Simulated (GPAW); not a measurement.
Wanted: an ASE script for a GPAW 26.7.0 run.

```
Task                : optical spectrum
Functional          : PBE
Potentials or basis : GPAW PAW data sets (gpaw-data 1.2.1)
Cutoff              : 500 eV
Basis               : pw
k mesh              : 8 × 8 × 1
Occupations         : fermi-dirac, width 0.001 eV
Spin                : no spin polarisation
Response ecut       : 50 eV
Eta                 : 0.1 eV
Scissors            : 0 eV
Maxiter             : 150
Response k mesh     : 9 × 9 × 2
Domega0             : 0.05 eV
Omega2              : 10 eV
Kernel              : RPA
Response bands      : 74
Directions          : ["x", "z"]
Intraband           : no
```

Slab: WS2, a slab with vacuum.

```
W S
1.0
     3.18321    0.00000    0.00000
    -1.59160    2.75674    0.00000
     0.00000    0.00000   23.66876
W S
2 4
Cartesian
  1.5916 0.9189 8.5842
  0.0000 1.8378 15.0845
  1.5916 0.9189 16.6435
  0.0000 1.8378 10.1434
  1.5916 0.9189 13.5253
  0.0000 1.8378 7.0253
```

One way to write it, as run:

run.py

```python
from ase import Atoms
from ase.dft.bandgap import bandgap
from ase.io import write
from gpaw import GPAW, PW
from gpaw.response.df import DielectricFunction

atoms = Atoms(['W', 'W', 'S', 'S', 'S', 'S'],
              cell=[[3.1832085602, 0.0, 0.0],
                    [-1.5916042801, 2.7567394786, 0.0],
                    [0.0, 0.0, 23.66876325]],
              scaled_positions=[[0.6666666667, 0.3333333333, 0.36268246],
                                [0.3333333333, 0.6666666667, 0.63731754],
                                [0.6666666667, 0.3333333333, 0.70318389],
                                [0.3333333333, 0.6666666667, 0.42855817],
                                [0.6666666667, 0.3333333333, 0.57144183],
                                [0.3333333333, 0.6666666667, 0.29681611]],
              pbc=True)

calc = GPAW(mode=PW(500),
            xc='PBE',
            kpts={'size': (8, 8, 1), 'gamma': True},
            occupations={'name': 'fermi-dirac', 'width': 0.001},
            nbands=46,
            convergence={'density': 1e-06},
            maxiter=150,
            txt='gpaw.txt')
atoms.calc = calc
energy = atoms.get_potential_energy()
calc.write('gs.gpw')
write('result.traj', atoms)
print(f'Energy: {energy:.6f} eV')
print('Fermi level:', round(calc.get_fermi_level(), 4), 'eV')
print(f'Gap: {bandgap(calc)[0]:.4f} eV, direct: {bandgap(calc, direct=True)[0]:.4f} eV')

dense = calc.fixed_density(kpts={'size': (9, 9, 2), 'gamma': True},
                           nbands=80, convergence={'bands': 74, 'eigenstates': 1e-7},
                           update_fermi_level=True, txt='dense.txt')
dense.write('dense.gpw', mode='all')

df = DielectricFunction('dense.gpw', frequencies={'type': 'nonlinear', 'domega0': 0.05, 'omega2': 10},
                        eta=0.1, ecut=50, nbands=74, intraband=False, txt='df.txt')
for direction in ['x', 'z']:
    df.get_dielectric_function(xc='RPA', direction=direction, filename=f'df_{direction}.csv')
    e0, e = df.get_macroscopic_dielectric_constant(xc='RPA', direction=direction)
    print(f'{direction}: static eps {e0:.4f} without, {e:.4f} with local fields')
```

Potentials or basis: GPAW PAW data sets (gpaw-data 1.2.1), pw.

Run with:

```console
$ OMP_NUM_THREADS=1 python run.py
```

It gave:

| Quantity | Value |
| --- | --- |
| Band gap on the k mesh | 1.72 eV, indirect (least direct gap 2.22 eV) |

Caveat: the long-wavelength limit can be off by several per cent where d states take part; spectra need much finer meshes, so this one isn't converged; independent-particle spectra lack excitons; spin-orbit coupling is left out, which moves the levels of the heavy elements.

It took 7.4 min on 1 thread of Arm Neoverse V2, on a shared host, peak memory 1 GiB.
